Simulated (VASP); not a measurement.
Cd: single point with PW91

The system is Cd.

```
CELL_PARAMETERS angstrom
3.52041 0.00000 0.00000
0.00000 3.52041 0.00000
0.00000 0.00000 3.52041
ATOMIC_POSITIONS crystal
Cd 0.00000 0.00000 0.00000
Cd 0.50000 0.50000 0.50000
```

This isn't the form of Cd at room conditions, which is hcp.

The cell isn't the ideal one: volume scaled by 0.96.

```
Program                : VASP 6.6.1
Task                   : single point
Functional             : PW91
Potentials or basis    : VASP PAW PBE potentials, release 64 (Cd)
Cutoff                 : 520 eV
k mesh                 : 8 × 8 × 8
Occupations            : methfessel-paxton, width 0.1 eV
Spin                   : no spin polarisation
Further INCAR settings : LASPH = False; ALGO = Normal; EDIFF = 1e-07
```

| Property | Result |
| --- | --- |
| Pressure | 3.5 GPa |
| Band gap on the k mesh | none (metal or under the smearing width) |

Levels at points of the mesh, in eV from the Fermi level:
```csv
k point,band 10,band 11,band 12,band 13,band 14,band 15
"(0.00, 0.00, 0.00)",-8.33,-8.33,3.42,3.42,3.42,5.82
"(0.50, 0.00, 0.00)",-8.83,-5.16,-5.16,7.80,7.80,7.80
"(0.50, 0.50, 0.00)",-8.22,-2.14,-2.14,-0.92,-0.92,9.37
"(0.50, 0.50, 0.50)",-8.63,1.02,1.02,2.27,2.27,2.27
```

Wall time 8.8 s on 1 thread of Intel(R) Xeon(R) 6975P-C (Granite Rapids), on a shared host, peak memory 0.15 GiB.

Caveat: the PAW data sets were made with another functional, which shifts forces and pressure a little.
